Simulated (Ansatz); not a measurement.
MnO2, 6 atoms in the cell. It takes space group P6_3/mmc (No. 194, hexagonal). The conventional cell has a = 2.855 Å, b = 2.855 Å, c = 10.222 Å, α = 90.00°, β = 90.00°, γ = 120.00°. Mn (site symmetry -3m) has 6 O at 1.90 Å as nearest neighbours. O (site symmetry 3m) is surrounded by 3 Mn at 1.90 Å. Measurements of this composition are mostly on another form, of space group No. 136.

| Property | Result |
| --- | --- |
| Program | Ansatz 0.2.0 |
| Task | single point |
| Functional | PBEsol |
| Potentials or basis | Ansatz PAW |
| Cutoff | 420 eV (not typed: the program's choice for these potentials) |
| k mesh | 11 × 11 × 3 |
| Occupations | fermi-dirac, width 0.05 eV |
| Spin | collinear spin, antiferromagnetic start |
| Starting moments | [4.0, -4.0, 0.0, 0.0, 0.0, 0.0] μB |

Potentials or basis: Ansatz PAW.

Launch:

```console
$ ansatz run input.yaml --threads 2 --pin off --max-ram 5632MiB --backend cpu --events-out ev --progress --plain --runs-dir out
```

Hardware: 2 threads of Arm Neoverse V2, on a shared host.

Question: How long does it take, and how much memory?

Answer: Wall time 8.6 s on 2 threads of Arm Neoverse V2, on a shared host, peak memory 0.48 GiB. Counts: scf iterations 12, plane waves 1427, k points 42, bands 38.
